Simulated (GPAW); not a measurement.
Sn:

```
CELL_PARAMETERS angstrom
0.00000 3.23334 3.23334
3.23334 0.00000 3.23334
3.23334 3.23334 0.00000
ATOMIC_POSITIONS crystal
Sn 0.75000 0.75000 0.75000
Sn 0.50000 0.50000 0.50000
```

This isn't the form of Sn at room conditions, which is tetragonal (white tin).

Program: GPAW 26.7.0. Alike in all runs: task band structure; cell as given; k mesh 6 × 6 × 6; smearing fermi-dirac 0.05 eV. Hardware: 1 thread of Arm Neoverse V1, with other jobs on the host.

**Question.** Order these runs on this cell by their wall time, lowest first.
A. level mBEEF; potentials or basis GPAW PAW data sets (gpaw-data 1.2.1), pw; spin SOC, no magnetisation; cutoff (eV) 600; band points 60; spin axis theta (degrees) 90; spin axis phi (degrees) 45
B. level PBE; potentials or basis GPAW PAW data sets (gpaw-data 1.2.1), lcao:dzp; spin off; band points 60; grid spacing 0.16 Å
C. level optB88-vdW; potentials or basis GPAW PAW data sets (gpaw-data 1.2.1), pw; spin SOC, no magnetisation; cutoff (eV) 600; band points 100; spin axis theta (degrees) 54.7; spin axis phi (degrees) 45; older calculator (legacy_gpaw) yes

**Answer.** B (55 s), C (120 s), A (270 s).

Caveats: spin-orbit coupling was added after a scalar SCF, so levels and gaps hold it while energy, forces, pressure and moments don't (some runs).
